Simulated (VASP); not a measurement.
## W: relaxation of cell and atoms with PBE

W:

```
W
1.0
    -1.59264    1.59264    1.59264
     1.59264   -1.59264    1.59264
     1.59264    1.59264   -1.59264
W
1
Direct
  0.00000 0.00000 0.00000
```

```
Program                : VASP 6.6.1
Task                   : relaxation of cell and atoms
Functional             : PBE
Potentials or basis    : VASP PAW PBE potentials, release 64 (W_sv)
Cutoff                 : 520 eV
k mesh                 : 18 × 18 × 18
Occupations            : gaussian, width 0.1 eV
Spin                   : collinear spin, ferromagnetic start
Starting moments       : [1] μB
Further INCAR settings : ALGO = Fast; EDIFF = 1e-07; IBRION = 2; EDIFFG = -0.002; NSW = 80; ISIF = 3
```

* Pressure after relaxing: 0.0 GPa
* Band gap on the k mesh: none (metal or under the smearing width)
* Net moment: 0.00 μB per cell
* Valence electrons inside the program's atomic spheres: W 12.05

Final structure:
```
W
1.0
    -1.59264    1.59264    1.59264
     1.59264   -1.59264    1.59264
     1.59264    1.59264   -1.59264
W
1
Direct
  0.00000 0.00000 0.00000
```

Levels at points of the mesh, in eV from the Fermi level:
Spin up:
```csv
k point,band 4,band 5,band 6,band 7,band 8,band 9,band 10,band 11
"(0.00, 0.00, 0.00)",-37.79,-9.53,-1.19,-1.19,-1.19,2.22,2.22,14.47
"(0.50, 0.00, 0.00)",-37.80,-6.15,-3.47,0.61,2.10,3.06,5.99,10.78
"(0.50, 0.50, 0.50)",-38.64,-5.68,-5.68,5.03,5.03,5.03,8.09,8.09
```
Spin down:
```
           k point  band 4  band 5  band 6  band 7  band 8  band 9  band 10  band 11
(0.00, 0.00, 0.00)  -37.79   -9.53   -1.19   -1.19   -1.19    2.22     2.22    14.47
(0.50, 0.00, 0.00)  -37.80   -6.15   -3.47    0.61    2.10    3.06     5.99    10.78
(0.50, 0.50, 0.50)  -38.64   -5.68   -5.68    5.03    5.03    5.03     8.09     8.09
```

Run time: 28 s on 1 thread of Intel(R) Xeon(R) 6975P-C (Granite Rapids), with other jobs on the host, peak memory 0.19 GiB.

Caveat: the relaxation stopped at its first step, so nothing moved. Spin-orbit coupling is left out, which matters for the levels of W.
